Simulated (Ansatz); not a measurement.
**3-layer blue phosphorene (AA') in a perpendicular field**

Wanted: the out-of-plane response of the 3-layer blue phosphorene (AA'). A positive field points along +c.

Method: plane-wave DFT, PBE-D3(BJ), Ansatz PAW, in Ansatz 0.2.0.

**1. The starting structure**

The cell holds 6 atoms: 6 P. Its edges and angles: a = 3.280 Å, b = 3.280 Å, c = 51.220 Å, α = 90.0°, β = 90.0°, γ = 120.0°. Regions: layer 1: blue phosphorene, 2 atoms (2 P); layer 2: blue phosphorene, 2 atoms (2 P); layer 3: blue phosphorene, 2 atoms (2 P). Vacuum lies along c.

**2. Relaxing the slab**

The starting cell is a guess, so the in-plane lattice and the atoms are relaxed first, with the slab cut off from its images along the normal.

input.yaml

```yaml
crystal:
  lattice:
    - [3.28, 0.0, 0.0]
    - [-1.64, 2.8405633244, 0.0]
    - [0.0, 0.0, 51.2200000002]
  atoms:
    - { symbol: P, position: [0.6666666667, 0.3333333333, 0.4012104647] }
    - { symbol: P, position: [0.3333333333, 0.6666666667, 0.4254197579] }
    - { symbol: P, position: [0.3333333333, 0.6666666667, 0.4878953534] }
    - { symbol: P, position: [0.6666666667, 0.3333333333, 0.5121046466] }
    - { symbol: P, position: [0.6666666667, 0.3333333333, 0.5745802421] }
    - { symbol: P, position: [0.3333333333, 0.6666666667, 0.5987895353] }
  periodic: [true, true, false]
kpoints:
  mp_grid: { grid: [12, 12, 1] }
hamiltonian:
  xc: pbe
  dispersion: d3bj
scf:
  occupations: { method: fermi_dirac, width: 0.05 }
  convergence: { dr2_threshold: 1.0e-09 }
relax:
  f_tol: 0.004
  max_steps: 90
  cell: {}
output:
  write_potential: true
  write_density: true
  volumetric_format: npy
```

The run is started by

```sh
$ ansatz run input.yaml --threads 2 --pin off --max-ram 3072MiB --backend cpu --events-out ev --progress --plain --runs-dir out
```

Numbers of over 12 decimals in the logs are rounded to 6 here.

What it wrote:

```text
Warning: relax.cell: scf.convergence.dr2_threshold = 1e-9 eV is looser than the 1.48216071421e-10 eV advised for a relaxation that steers and ends on the stress (1e-10 eV for each atom of the cell: 6, times the square of relax.cell.stress_2d_tol = 0.05 N/m over 20.1 Å (the atoms' height at the walk's start and 5 Å past either face), 2.485e-2 GPa, over a crystal's default 0.05). What an SCF threshold leaves in a stress goes as its square root, and in the free energy as the threshold itself, and one threshold admits the most on a small cell: [figures from the program's tests cut] Set scf.convergence.dr2_threshold to 1.48216071421e-10 eV or tighter. [rest of the remark cut]
Engine: ansatz 0.2.0, x86_64-unknown-linux-gnu
Pseudopotentials: kind: paw
Pseudopotential: P, paw, valence charge 5, recommended cutoff 420 eV (normal), P.paw.azcp
Functional definition: PBE
  parameter kappa = 0.804
  parameter beta = 0.066725
  exchange = pbe_x(kappa = kappa, mu = beta*pi^2/3)
  correlation = pbe_c(beta = beta)
Crystal: 6 atoms, lattice volume = 477.219 Å³
Basis set: ecut = 420 eV, 9507 PW (Γ), exchange–correlation on 48×48×720 points (8 copies of the dense FFT grid, shifted against one another)
Bands: 21, of which v1, the nominal top of the filled ones, is band 15 counted from 1 (14 counted from 0)
Symmetry: 12 space group operations
Space group: P-3m1 (ITA 164), of the structure as read, at distance tolerance 7.8e-5 Å
k-points: 19 of 144
Non-local potential: P, projectors of the file, l = 0: 2, l = 1: 2, l = 2: 2
PAW form: soft (Blöchl's): semilocal exchange-correlation on the pseudo side does not see the compensation charge
PAW one-centre angular grid: P, 110 points (default); XC on 64 Gauss nodes
Initial density: superposition of atomic densities (neutral atoms: chi_scale 0, normalization atom), corrected by the library's trained network
Initial wavefunctions: pseudopotential atomic-orbital guess
Functional: x = pbe(κ = 0.804, μ = 0.219515), c = pbe(β = 0.066725)
SCF iter   1: F=—  HF=-4535.191225 eV  |F-HF|=—  |Δ(HF+E_count)|=         —  Δρ=1.40e-3  dr2=4.30e-2  ethr=1.77e-3  ⟨swp⟩=13.8  Hψ=3875  notcnv=0
preconditioner: auto → LDOS  [insulator: Δε(μ)=0.195 eV  Ē_g=8.734 eV  σ=0.050 eV  W_gap=0.73  n_scr=28 (ndim 8)  ℏωp=9.3 eV  f_vac=0.718  D(μ)=0.88/eV (n_scr^D=8)  ε∞_Penn≈2.1  β→1.0]
SCF iter   2: F=—  HF=-4535.192740 eV  |F-HF|=—  |Δ(HF+E_count)|=   1.51e-3  Δρ=1.03e-3  dr2=3.76e-2  ethr=1.43e-4  ⟨swp⟩=4.4  Hψ=1078  notcnv=0  defer=7
SCF iter   3: F=—  HF=-4535.188110 eV  |F-HF|=—  |Δ(HF+E_count)|=   4.63e-3  Δρ=3.94e-4  dr2=6.95e-3  ethr=1.25e-4  ⟨swp⟩=2.9  Hψ=727  notcnv=0  defer=7
SCF iter   4: F=—  HF=-4535.187399 eV  |F-HF|=—  |Δ(HF+E_count)|=   7.11e-4  Δρ=1.01e-4  dr2=6.35e-4  ethr=2.32e-5  ⟨swp⟩=2.7  Hψ=642  notcnv=0  defer=7
SCF iter   5: F=—  HF=-4535.187368 eV  |F-HF|=—  |Δ(HF+E_count)|=   3.08e-5  Δρ=3.08e-5  dr2=4.01e-5  ethr=2.12e-6  ⟨swp⟩=2.5  Hψ=618  notcnv=0  defer=7
SCF iter   6: F=—  HF=-4535.187361 eV  |F-HF|=—  |Δ(HF+E_count)|=   7.19e-6  Δρ=9.66e-6  dr2=2.49e-6  ethr=1.34e-7  ⟨swp⟩=2.5  Hψ=699  notcnv=0  defer=7
SCF iter   7: F=—  HF=-4535.187313 eV  |F-HF|=—  |Δ(HF+E_count)|=   4.81e-5  Δρ=4.74e-6  dr2=3.65e-7  ethr=8.30e-9  ⟨swp⟩=3.2  Hψ=878  notcnv=0  defer=7
SCF iter   8: F=—  HF=-4535.187313 eV  |F-HF|=—  |Δ(HF+E_count)|=   5.38e-8  Δρ=1.00e-6  dr2=1.49e-8  ethr=1.22e-9  ⟨swp⟩=2.9  Hψ=767  notcnv=0  defer=7
SCF iter   9: F=—  HF=-4535.187313 eV  |F-HF|=—  |Δ(HF+E_count)|=   6.90e-9  Δρ=5.52e-7  dr2=3.09e-9  ethr=4.95e-11  ⟨swp⟩=3.3  Hψ=940  notcnv=0  defer=7
SCF iter  10: F=-4535.187313 eV  HF=-4535.187313 eV  |F-HF|=2.46e-10  |Δ(HF+E_count)|=  2.25e-10  Δρ=1.50e-7  dr2=2.48e-10  ethr=3.33e-12  ⟨swp⟩=11.1  Hψ=3175  notcnv=0
SCF 1 converged in 10 iterations: F = -4535.187313 eV  dr2 = 2.48e-10
  greatest PAW one-centre occupation: 0.822 electrons in one spin orbital (limit 2), on the P atom at site 3 (counted from 0), in its partial waves of l = 0
relax step   1: F+E_penalty+E_count = -4535.18731276 eV  Δ(F+E_penalty+E_count) = +0.000e0 eV  max|allowed force component| = 4.094e-1 eV/Å  Δτ_max = 0.0000 Å  P = -1.911 N/m  Ω = 477.219 Å³  fix = [c, alpha, beta]  reactions: c -0.000 N/m  (10 SCF iters, accepted)
Crystal: 6 atoms, lattice volume = 475.119 Å³
Basis set: ecut = 420 eV, 9447 PW (Γ), exchange–correlation on 48×48×720 points (8 copies of the dense FFT grid, shifted against one another)
Initial density: handed on by an earlier stage of this run
Initial wavefunctions: those handed on with the density
iter 1 solved again at ethr=3.38e-4 eV; its pass at ethr=3.10e-3 eV (dr2=1.01e-1 eV) is discarded
SCF iter   1: F=—  HF=-4535.344253 eV  |F-HF|=—  |Δ(HF+E_count)|=         —  Δρ=6.26e-3  dr2=1.02e-1  ethr=3.38e-4  ⟨swp⟩=2.3  Hψ=4252  notcnv=0
preconditioner: auto → Resta (q_TF=auto, 1.722 Å⁻¹)  ε∞=2.1  [insulator: Δε(μ)=0.578 eV  Ē_g=8.787 eV  σ=0.050 eV  W_gap=0.99  n_scr=28 (ndim 8)  ℏωp=9.3 eV  f_vac=0.706  D(μ)=0.02/eV (n_scr^D=0)  ε∞_Penn≈2.1  vacuum switching on, ρ_ref=5.6e-3 e/Å³]
SCF iter   2: F=—  HF=-4535.340682 eV  |F-HF|=—  |Δ(HF+E_count)|=   3.57e-3  Δρ=3.18e-3  dr2=3.27e-2  ethr=3.38e-4  ⟨swp⟩=2.7  Hψ=616  notcnv=0  defer=2
SCF iter   3: F=—  HF=-4535.345161 eV  |F-HF|=—  |Δ(HF+E_count)|=   4.48e-3  Δρ=1.53e-3  dr2=4.27e-2  ethr=1.09e-4  ⟨swp⟩=3.9  Hψ=869  notcnv=0  defer=2
SCF iter   4: F=—  HF=-4535.340850 eV  |F-HF|=—  |Δ(HF+E_count)|=   4.31e-3  Δρ=2.04e-4  dr2=3.81e-4  ethr=1.09e-4  ⟨swp⟩=2.6  Hψ=731  notcnv=0  defer=10
SCF iter   5: F=—  HF=-4535.340854 eV  |F-HF|=—  |Δ(HF+E_count)|=   3.99e-6  Δρ=6.30e-5  dr2=1.35e-4  ethr=1.27e-6  ⟨swp⟩=3.3  Hψ=961  notcnv=0  defer=7
SCF iter   6: F=—  HF=-4535.340839 eV  |F-HF|=—  |Δ(HF+E_count)|=   1.51e-5  Δρ=2.39e-5  dr2=1.89e-5  ethr=4.50e-7  ⟨swp⟩=2.1  Hψ=543  notcnv=0  defer=8
SCF iter   7: F=—  HF=-4535.340835 eV  |F-HF|=—  |Δ(HF+E_count)|=   4.13e-6  Δρ=2.19e-6  dr2=2.00e-8  ethr=6.30e-8  ⟨swp⟩=3.1  Hψ=754  notcnv=0  defer=8
SCF iter   8: F=—  HF=-4535.340789 eV  |F-HF|=—  |Δ(HF+E_count)|=   4.55e-5  Δρ=7.09e-7  dr2=1.25e-8  ethr=6.66e-11  ⟨swp⟩=4.1  Hψ=1121  notcnv=0  defer=8
SCF iter   9: F=—  HF=-4535.340789 eV  |F-HF|=—  |Δ(HF+E_count)|=  1.76e-10  Δρ=2.42e-7  dr2=2.00e-9  ethr=4.18e-11  ⟨swp⟩=2.5  Hψ=575  notcnv=0  defer=8
SCF iter  10: F=-4535.340789 eV  HF=-4535.340789 eV  |F-HF|=9.09e-13  |Δ(HF+E_count)|=  2.23e-10  Δρ=2.63e-8  dr2=3.47e-12  ethr=3.33e-12  ⟨swp⟩=11.5  Hψ=3153  notcnv=0
SCF 2 converged in 10 iterations: F = -4535.340789 eV  dr2 = 3.47e-12
[...]
SCF iter   8: F=—  HF=-4535.420921 eV  |F-HF|=—  |Δ(HF+E_count)|=   4.86e-8  Δρ=3.97e-7  dr2=1.09e-9  ethr=8.44e-11  ⟨swp⟩=2.9  Hψ=805  notcnv=0
SCF iter   9: F=-4535.420921 eV  HF=-4535.420921 eV  |F-HF|=7.91e-11  |Δ(HF+E_count)|=   1.61e-9  Δρ=8.83e-8  dr2=1.04e-10  ethr=3.33e-12  ⟨swp⟩=11.4  Hψ=3177  notcnv=0
SCF 3 converged in 9 iterations: F = -4535.420921 eV  dr2 = 1.04e-10
  greatest PAW one-centre occupation: 0.819 electrons in one spin orbital (limit 2), on the P atom at site 3 (counted from 0), in its partial waves of l = 0
relax step   3: F+E_penalty+E_count = -4535.42092093 eV  Δ(F+E_penalty+E_count) = -8.013e-2 eV  max|allowed force component| = 1.583e-1 eV/Å  Δτ_max = 0.2000 Å  P = +0.534 N/m  Ω = 466.177 Å³  energy of the carried Pulay correction = +3.680e-4 eV  fix = [c, alpha, beta]  reactions: c +0.000 N/m  (9 SCF iters, accepted)
[...]
relax step   4: F+E_penalty+E_count = -4535.45036096 eV  Δ(F+E_penalty+E_count) = -2.944e-2 eV  max|allowed force component| = 5.899e-2 eV/Å  Δτ_max = 0.1625 Å  P = +0.329 N/m  Ω = 467.142 Å³  energy of the carried Pulay correction = +3.355e-4 eV  fix = [c, alpha, beta]  reactions: c +0.000 N/m  (9 SCF iters, accepted)
[...]
relax step   5: F+E_penalty+E_count = -4535.45817495 eV  Δ(F+E_penalty+E_count) = -7.814e-3 eV  max|allowed force component| = 1.521e-2 eV/Å  Δτ_max = 0.1200 Å  P = -0.057 N/m  Ω = 468.414 Å³  energy of the carried Pulay correction = +2.928e-4 eV  fix = [c, alpha, beta]  reactions: c -0.000 N/m  (8 SCF iters, accepted)
[...]
relax step   6: F+E_penalty+E_count = -4535.45826285 eV  Δ(F+E_penalty+E_count) = -8.790e-5 eV  max|allowed force component| = 5.319e-2 eV/Å  Δτ_max = 0.0538 Å  P = +0.500 N/m  Ω = 466.351 Å³  energy of the carried Pulay correction = +3.621e-4 eV  fix = [c, alpha, beta]  reactions: c +0.000 N/m  (8 SCF iters, accepted)
[...]
relax step   7: F+E_penalty+E_count = -4535.45888244 eV  Δ(F+E_penalty+E_count) = -6.196e-4 eV  max|allowed force component| = 6.239e-3 eV/Å  Δτ_max = 0.0043 Å  P = +0.030 N/m  Ω = 468.097 Å³  energy of the carried Pulay correction = +3.034e-4 eV  fix = [c, alpha, beta]  reactions: c +0.000 N/m  (7 SCF iters, accepted)
[...]
relax step   8: F+E_penalty+E_count = -4535.45888566 eV  Δ(F+E_penalty+E_count) = -3.225e-6 eV  max|allowed force component| = 2.460e-4 eV/Å  Δτ_max = 0.0023 Å  P = +0.001 N/m  Ω = 468.205 Å³  energy of the carried Pulay correction = +2.998e-4 eV  fix = [c, alpha, beta]  reactions: c +0.000 N/m  (6 SCF iters, accepted)
Initial wavefunctions: pseudopotential atomic-orbital guess (no wavefunctions were taken with the density)
iter 1 solved again at ethr=3.80e-7 eV; its pass at ethr=3.10e-3 eV (dr2=1.14e-4 eV) is discarded
SCF iter   1: F=—  HF=-4535.458696 eV  |F-HF|=—  |Δ(HF+E_count)|=         —  Δρ=6.68e-6  dr2=2.09e-8  ethr=3.80e-7  ⟨swp⟩=5.6  Hψ=5676  notcnv=0
eigensolver tolerance schedule: the retry pair's looser diagonalisation over-reported the residual by 5447.62 of it (diagonalisation noise at 2.02 of the residual, at the tolerance the schedule requests for it); recorded, not acted on — ethr = c·dr2/N_el stays at c = 1.0e-1
preconditioner: auto → Resta (q_TF=auto, 1.726 Å⁻¹)  ε∞=2.1  [insulator: Δε(μ)=1.286 eV  Ē_g=8.819 eV  σ=0.050 eV  W_gap=1.00  n_scr=28 (ndim 8)  ℏωp=9.4 eV  f_vac=0.686  D(μ)=0.00/eV (n_scr^D=0)  ε∞_Penn≈2.1  vacuum switching on, ρ_ref=5.6e-3 e/Å³]
SCF iter   2: F=—  HF=-4535.458645 eV  |F-HF|=—  |Δ(HF+E_count)|=   5.14e-5  Δρ=3.42e-6  dr2=6.14e-9  ethr=6.98e-11  ⟨swp⟩=5.2  Hψ=1462  notcnv=0
SCF iter   3: F=—  HF=-4535.458645 eV  |F-HF|=—  |Δ(HF+E_count)|=   5.35e-8  Δρ=1.01e-6  dr2=6.26e-9  ethr=2.05e-11  ⟨swp⟩=2.2  Hψ=719  notcnv=0
SCF iter   4: F=—  HF=-4535.458645 eV  |F-HF|=—  |Δ(HF+E_count)|=   3.48e-9  Δρ=2.75e-7  dr2=1.22e-9  ethr=2.05e-11  ⟨swp⟩=3.3  Hψ=721  notcnv=0
SCF iter   5: F=-4535.458645 eV  HF=-4535.458645 eV  |F-HF|=3.64e-11  |Δ(HF+E_count)|=  6.18e-11  Δρ=7.93e-8  dr2=5.90e-11  ethr=3.33e-12  ⟨swp⟩=12.7  Hψ=3174  notcnv=0
SCF 9 converged in 5 iterations: F = -4535.458645 eV  dr2 = 5.90e-11
relax step   9: F+E_penalty+E_count = -4535.45864493 eV  Δ(F+E_penalty+E_count) = +2.407e-4 eV  max|allowed force component| = 2.721e-4 eV/Å  Δτ_max = 0.0000 Å  P = -0.008 N/m  Ω = 468.205 Å³  fix = [c, alpha, beta]  reactions: c -0.000 N/m  stress off target by 7.52e-3 N/m on what of the cell is left free  SCF on the basis re-selected at this cell (its energy is not comparable with the rows above)  (5 SCF iters)
basis re-selected at this cell: Δ(F+E_penalty+E_count) = +2.407e-4 eV, ΔP = -0.009 N/m vs the last step (what re-selecting the basis moved, of the pressure what is left beyond the Pulay correction that the steps carried, after the strain that the cell walked since its last selection, with what the two solves' SCF thresholds leave and, on support functions, any second-order correction that the steps lacked; it is no m [...]
SCF converged after 5 iterations
Free energy (F): -4535.458645 eV
Harris-Foulkes:  -4535.458645 eV  (|F-HF|=3.64e-11)
Internal energy: -4535.458644 eV  (E = F + TS)
E sigma→0 (E₀):  -4535.458645 eV
Entropy (-TS):   -0.000001 eV (-0.000 meV/atom)
Fermi energy:    -5.046350 eV
--- Per-component energies (eV) ---
  E_band       = -342.393685
  E_kinetic    = 418.333677
  E_local      = -70661.928603  (includes V_loc(G=0)·N_el)
  E_nonlocal   = 204.210794
  E_hartree    = 35051.742373
  E_xc         = -366.509229
  E_vxc        = -361.217296  (∫ρ·V_xc dr)
  E_paw        = -3416.090622  (= ΣΔE_a)
  E_vpaw       = -45.276417  (= ΣTr[D̂ρ^β])
  E_aug_tail   = 0.000020  (compensation charges beyond the density's cutoff)
  E_ewald      = 34236.346467
  E_disp       = -1.563521  (pairwise vdW)
  E_smearing   = -0.000001  (= −TS)
  E_closure    = -0.000000  (closes the sum)
  Σ components = -4535.458645   (vs F -4535.458645, Δ=0.00e0)
--- Forces (eV/Å), atoms counted from 1 ---
  atom   1  P     -0.00000000     0.00000000    -0.00027211
  atom   2  P      0.00000000    -0.00000000    -0.00019728
  atom   3  P      0.00000000    -0.00000000     0.00006452
  atom   4  P     -0.00000000     0.00000000    -0.00006452
  atom   5  P      0.00000000     0.00000000     0.00019728
  atom   6  P     -0.00000000    -0.00000000     0.00027211
  max |Σ_I F_I| component: 7.40e-17 eV/Å
--- 2D stress c σ (N/m, compression-positive) ---
       -0.007519      -0.000000      -0.000000
       -0.000000      -0.007519      -0.000000
       -0.000000      -0.000000      -0.000000
  P = ½ c Tr σ = -0.0075 N/m
--- Band table (eV; the first three rows and the last of 19) ---
  k-point 0: bands = [... 11 lower, -6.1938, -6.1901, -6.1901, -5.9552, -2.1944, -2.1944, -2.1781, -2.1663, ... 2 higher]
  k-point 1: bands = [... 11 lower, -6.4675, -6.4525, -6.4485, -5.8992, -2.5108, -2.4716, -2.4436, -1.8703, ... 2 higher]
  k-point 2: bands = [... 11 lower, -7.0041, -7.0031, -6.4136, -5.7762, -3.2292, -3.1657, -3.1073, -1.2347, ... 2 higher]
  k-point 18: bands = [... 11 lower, -7.9242, -7.9242, -7.6995, -7.6995, -4.3042, -4.0852, -3.8724, -1.1520, ... 2 higher]
  the weakly bound empty levels are not read free of the cell's end (no_gap_told)
--- Relaxed structure (8 steps of the walk, 8 accepted, 1 SCFs on fresh bases) ---
  F+E_penalty+E_count = -4535.45864493 eV   max|allowed force component| = 2.721e-4 eV/Å   (the final SCF, on the basis selected at the relaxed cell)
  cell:  # Å, volume = 468.2052 Å³
    - [3.248875, 0.0, 0]
    - [-1.624437, 2.813608, 0]
    - [0, 0, 51.2200000002]
  atoms:
    - { symbol: P, position: [0.666667, 0.333333, 0.387150] }
    - { symbol: P, position: [0.333333, 0.666667, 0.411489] }
    - { symbol: P, position: [0.333333, 0.666667, 0.487832] }
    - { symbol: P, position: [0.666667, 0.333333, 0.512168] }
    - { symbol: P, position: [0.666667, 0.333333, 0.588511] }
    - { symbol: P, position: [0.333333, 0.666667, 0.612850] }
```

It took 2.3 min on 2 threads of AMD EPYC (Zen 3), shared host; peak memory 0.73 GiB; 4.1 min of CPU time.

The steps of the relaxation:

```csv
step,energy less that of the first step (eV),largest force component (eV/Å),volume (Å³)
1,0.0000,0.4094,477.22
2,-0.1535,0.1514,475.12
3,-0.2336,0.1583,466.18
4,-0.2630,0.0590,467.14
5,-0.2709,0.0152,468.41
6,-0.2710,0.0532,466.35
7,-0.2716,0.0062,468.10
8,-0.2716,0.0002,468.21
9*,-0.2713,0.0003,468.21
```

Relaxation steps marked * repeat the geometry before them on a plane-wave basis chosen anew for their cell, so energy and pressure can jump there.

Forces are held to the 12 operations that the run works with; a distortion that breaks them can't arise in this run.

```csv
cell as run,before,after,change
a (Å),3.280,3.249,-0.9 %
b (Å),3.280,3.249,-0.9 %
```

The atoms that moved most (Å, along periodic axes as changes of fractional coordinates times the final cell, across vacuum about the mean position):

```csv
atom,dx,dy,dz,length
P6,0.000,0.000,0.720,0.720
P1,0.000,0.000,-0.720,0.720
P2,0.000,0.000,-0.714,0.714
P5,0.000,0.000,0.714,0.714
```

Final coordinates:

```xyz
6
Lattice="3.2489 0.0000 0.0000 -1.6244 2.8136 0.0000 0.0000 0.0000 51.2200" Properties=species:S:1:pos:R:3
P     1.6244    0.9379   19.8298
P     0.0000    1.8757   21.0765
P     0.0000    1.8757   24.9868
P     1.6244    0.9379   26.2332
P     1.6244    0.9379   30.1435
P     0.0000    1.8757   31.3902
```

The lattice constant a goes from 3.280 to 3.249 Å.

[end of part 1 of 2]

[Logs are printed without paths, hosts, clocks, repeated set-up lines and the standing remarks that a program may print on its own settings, such as how far it seeks lower states.]

[Hosts, paths, dates, database ids (printed as entryN), source tags and the programs' standing remarks are cut or masked in the printed files.]

[Maps of the electrostatic potential energy from Ansatz leave out the sawtooth potential of an applied field or a dipole correction, so their vacuum need not be flat; planar profiles and work functions include it.]
